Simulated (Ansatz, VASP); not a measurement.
## Two plane-wave programs on Ca

INCAR

```
SYSTEM = Ca
  ALGO = Normal
  EDIFF = 1E-6
  ENCUT = 520
  GGA = CA
  ISIF = 2
  ISMEAR = 0
  LASPH = .True.
  LCHARG = .False.
  LREAL = .False.
  LWAVE = .False.
  NBANDS = 11
  NELM = 100
  PREC = Accurate
  SIGMA = 0.15
```

Contents of KPOINTS:

```
k-points
0
Gamma
  14 14 14
  0 0 0
```

Contents of POSCAR:

```
Ca
1.0
    3.4886563400      0.0000000000      0.0000000000
    0.0000000000      3.4886563400      0.0000000000
    0.0000000000      0.0000000000      3.3142235230
Ca
1
Direct
    0.0000000000      0.0000000000      0.0000000000
```

Input for Ansatz:

```yaml
crystal:
  lattice:
    - [3.48865634, 0.0, 0.0]
    - [0.0, 3.48865634, 0.0]
    - [0.0, 0.0, 3.314223523]
  atoms:
    - { symbol: Ca, position: [0.0, 0.0, 0.0] }
basis:
  ecutwfc: 420
kpoints:
  mp_grid: { grid: [14, 14, 14] }
hamiltonian:
  xc: lda
scf:
  occupations: { method: gaussian, width: 0.15 }
output:
  forces: true
  stress: true
  eigenvalues: true
```

Change from the starting cell: strain +0.000 along x and y, -0.050 along z, atoms carried along.

Alike in both runs: task single point; functional LDA; k mesh 14 × 14 × 14; occupations gaussian, width 0.15 eV; no spin polarisation.

```csv
,VASP,Ansatz
version,VASP 6.6.1,Ansatz 0.2.0
potentials or method,"VASP PAW LDA potentials, release 64 (Ca_sv)","scalar-relativistic, plane waves, PAW"
plane-wave cutoff (eV),520,420
valence electrons in the cell,10,10
```

Ansatz gave:

| Quantity | Value |
| --- | --- |
| gap on the k mesh at the Fermi level (eV) | none |
| pressure (GPa) | -0.6 |
| largest component of the traceless stress (GPa) | 2.08 |

Problem. Which values does VASP return?

Solution. gap on the k mesh at the Fermi level (eV): none; pressure (GPa): -0.7; largest component of the traceless stress (GPa): 2.09.

A gap of «none» marks a metal or a gap that the smearing closes.
